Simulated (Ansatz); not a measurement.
Task: Name a neutral molecule of C and H with size of the dipole moment (ωB97M-V/def2-TZVPP) between 0.00 and 0.30 D and HOMO energy (PBE0/def2-TZVPP) between -8.85 and -8.55 eV (Ansatz, PBE0-D4/def2-TZVP geometry).

Result: `CCCC(C)(C)C` (0.07 D, -8.58 eV); `CCCCC` (0.07 D, -8.74 eV); `CCC(C)C` (0.10 D, -8.78 eV); `CCCCCC` (0.00 D, -8.64 eV); `CCC(C)CC` (0.11 D, -8.58 eV); `CCCC(C)C` (0.10 D, -8.58 eV). Other molecules can fit too; these were computed, each in one conformer that needn't be the lowest.
